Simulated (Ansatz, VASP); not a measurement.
# Sc in VASP and in Ansatz

INCAR

```
PREC = Accurate
ENCUT = 600
EDIFF = 1E-6
ISMEAR = 0
SIGMA = 0.1
LREAL = F
LASPH = T
NELM = 100
ALGO = Normal
ISIF = 3
LWAVE = F
LCHARG = F
GGA = PE
IBRION = 2
NSW = 100
EDIFFG = -0.01
```

File KPOINTS:

```
regular mesh
0
Gamma
  8 8 12
```

Contents of POSCAR:

```
Sc
1.0
    5.4226760000      0.0000000000      0.0000000000
    0.0000000000      5.4226760000      0.0000000000
    0.0000000000      0.0000000000      3.4352060000
Sc
4
Direct
    0.5000000000      0.5000000000      0.0000000000
    0.0000000000      0.0000000000      0.0000000000
    0.5000000000      0.0000000000      0.5326640000
    0.0000000000      0.5000000000      0.4673360000
```

Input for Ansatz:

```yaml
crystal:
  lattice:
    - [5.422676, 0.0, 0.0]
    - [0.0, 5.422676, 0.0]
    - [0.0, 0.0, 3.435206]
  atoms:
    - { symbol: Sc, position: [0.5, 0.5, 0.0] }
    - { symbol: Sc, position: [0.0, 0.0, 0.0] }
    - { symbol: Sc, position: [0.5, 0.0, 0.532664] }
    - { symbol: Sc, position: [0.0, 0.5, 0.467336] }
basis:
  ecutwfc: 420
kpoints:
  mp_grid: { grid: [8, 8, 12] }
hamiltonian:
  xc: pbe
scf:
  occupations: { method: gaussian, width: 0.1 }
output:
  forces: true
  stress: true
  eigenvalues: true
relax:
  adjacent_minimum: "off"
  f_tol: 0.01
  max_steps: 80
  cell: { stress_tol: 0.05 }
```

Alike in both runs: task relaxation of cell and atoms; functional PBE; k mesh 8 × 8 × 12; occupations gaussian, width 0.1 eV; no spin polarisation.

```csv
,VASP,Ansatz
version,VASP 6.6.1,Ansatz 0.2.0
potentials or method,"VASP PAW PBE potentials, release 64 (Sc_sv)","scalar-relativistic, plane waves, PAW"
plane-wave cutoff (eV),600,420
valence electrons in the cell,44,44
```

Ansatz gave:

* gap on the k mesh at the Fermi level, each at its own relaxed structure (eV): none
* relaxed volume (Å³/atom): 24.65
* relaxed cell length with the largest relative difference (Å): 4.618
* energy change over the relaxation (meV/atom): -65

Problem. Estimate VASP's values.

Solution. gap on the k mesh at the Fermi level, each at its own relaxed structure (eV): none; relaxed volume (Å³/atom): 24.92; relaxed cell length with the largest relative difference (Å): 3.631; energy change over the relaxation (meV/atom): -10.

A gap of «none» marks a metal or a gap that the smearing closes. One of these differences is far larger than is usual between the two programs; its cause wasn't traced.
